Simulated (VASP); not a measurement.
Wanted: the native input for a VASP 6.6.1 run.

* Task: relaxation of cell and atoms
* Functional: PBEsol
* Potentials or basis: VASP PAW PBE potentials, release 64 (Ti_sv, N)
* Cutoff: 520 eV
* k mesh: 12 × 12 × 12
* Occupations: gaussian, width 0.02 eV
* Spin: no spin polarisation
* Further INCAR settings: ALGO = Fast; EDIFF = 1e-07; IBRION = 2; EDIFFG = -0.002; NSW = 80; ISIF = 3

The structure of TiN lies in POSCAR:

```
TiN
1.0
    0.0000000000      2.1190000000      2.1190000000
    2.1190000000      0.0000000000      2.1190000000
    2.1190000000      2.1190000000      0.0000000000
Ti N
1 1
Direct
    0.0000000000      0.0000000000      0.0000000000
    0.5000000000      0.5000000000      0.5000000000
```

The input as run:

INCAR

```
PREC = Accurate ; ENCUT = 520
EDIFF = 1E-7 ; ISMEAR = 0
SIGMA = 0.02 ; LREAL = F
LASPH = T ; NELM = 100
ALGO = Fast ; ISIF = 3
LWAVE = F ; LCHARG = F
GGA = PS ; IBRION = 2
NSW = 80 ; EDIFFG = -0.002
KPAR = 4
```

KPOINTS

```
Automatic mesh
0
Gamma
  12 12 12
```

Potentials or basis: VASP PAW PBE potentials, release 64 (Ti_sv, N).

Launch:

```console
$ cat potpaw_PBE.64/Ti_sv/POTCAR potpaw_PBE.64/N/POTCAR > POTCAR
$ mpirun -np 4 vasp_std > vasp.out
```

Results of the run:

- Relaxed volume: 9.30 Å³/atom
- Relaxed cell: a = 2.974 Å, b = 2.974 Å, c = 2.974 Å, α = 60.00°, β = 60.00°, γ = 60.00°
- Space group after relaxing (to 0.05 Å): Fm-3m (No. 225)
- Energy gained by relaxing: 5.0 meV/atom
- Ionic steps: 6
- Pressure after relaxing: 0.0 GPa
- Band gap on the k mesh: none (metal or under the smearing width)

Caveat: the PAW data sets were made with another functional, which shifts forces and pressure a little.

Run time: 93 s on 4 MPI ranks on Intel(R) Xeon(R) Platinum 8488C (Sapphire Rapids), on a shared host, peak memory 0.14 GiB a rank.
